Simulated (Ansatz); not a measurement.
Runs of Ansatz 0.2.0 on TaN. It takes space group P6/mmm (No. 191, hexagonal). Conventional cell: a = 5.185 Å, b = 5.185 Å, c = 2.908 Å, α = 90.00°, β = 90.00°, γ = 120.00°. Ta (site symmetry 6/mmm) has 6 N at 2.59 Å and 2 Ta at 2.91 Å as nearest neighbours. Around Ta (site symmetry -6m2) lie 6 N at 2.09 Å. N (site symmetry mmm) has 4 Ta at 2.09 Å as nearest neighbours. 

```tsv
level	gap on the mesh (eV)	pressure (GPa)	relaxed volume (Å³/atom)
PBE+D4	none	0.0	(a)
PBE+D3(BJ)	none	0.0	11.41
PBE	none	0.0	11.66
PBE+D3(BJ)-ATM	none	0.0	11.46
```

Alike in all rows: task relaxation of cell and atoms; potentials or basis Ansatz PAW; no spin polarisation; cell relaxed; k mesh 6 × 6 × 9; cutoff (eV) 420; smearing fermi-dirac 0.05 eV.

Problem. Estimate the missing entries.

Solution. (a) 11.50.

Caveats: the plane-wave basis is chosen anew once the cell has moved, so the energies of steps on either side of that aren't comparable; pairwise dispersion overbinds metals, which lowers pressure and volume (some runs).

A k mesh can miss the band edges, and the runs leave out spin-orbit coupling on Ta.

A gap of «none» marks a metal or a gap under the smearing width.
